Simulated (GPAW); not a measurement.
Crystal: ZrS2.

```
Zr S
1.0
     3.69138    0.00000    0.00000
    -1.84569    3.19683    0.00000
     0.00000    0.00000    6.04108
Zr S
1 2
Cartesian
  0.0000 0.0000 0.0000
  0.0000 2.1312 1.4372
  1.8457 1.0656 4.6038
```

The cell is a database's computed one.

```yaml
Program: GPAW 26.7.0
Task: relaxation of cell and atoms
Functional: RPBE
Dispersion: D4
Potentials_or_basis: the program's PAW data sets (release 1.2.1) made for this functional
Cutoff: 600 eV
Basis: pw
k_mesh: 8 × 8 × 5
Occupations: fermi-dirac, width 0.05 eV
Spin: no spin polarisation
```

At the start: pressure -1.9 GPa; volume 23.76 Å³/atom.

Task: How do energy, volume and symmetry change on relaxing?

Result: Over 12 steps the energy falls by 13.2 meV/atom and the volume is 21.65 Å³/atom (-8.9 %); space group P-3m1 (No. 164, to 0.05 Å).

The path:
| step | energy change (eV) | largest force (eV/Å) | pressure (GPa) | volume (Å³) |
| --- | --- | --- | --- | --- |
| 1 | 0.0000 | 0.0466 | -1.86 | 71.29 |
| 2 | -0.0031 | 0.0819 | -1.55 | 71.01 |
| 3 | -0.0129 | 0.2653 | 0.24 | 69.26 |
| 4 | -0.0149 | 0.2532 | 0.36 | 68.97 |
| 5 | -0.0219 | 0.0739 | 0.22 | 67.72 |
| 6 | -0.0230 | 0.0161 | -0.07 | 67.68 |
| 7 | -0.0248 | 0.0608 | -0.53 | 67.61 |
| 8 | -0.0276 | 0.1321 | -0.95 | 67.31 |
| 9 | -0.0327 | 0.2094 | -1.33 | 66.35 |
| 10 | -0.0365 | 0.1881 | -1.07 | 65.39 |
| 11 | -0.0391 | 0.0714 | -0.42 | 65.00 |
| 12 | -0.0396 | 0.0006 | -0.02 | 64.96 |

Final structure:
```xyz
3
Lattice="3.6338 0.0000 0.0000 -1.8169 3.1469 0.0000 0.0000 0.0000 5.6810" Properties=species:S:1:pos:R:3 pbc="T T T"
Zr    0.0000    0.0000    0.0000
S     0.0000    2.0980    1.4602
S     1.8169    1.0490    4.2208
```

Caveat: later steps reuse the first step's grids.
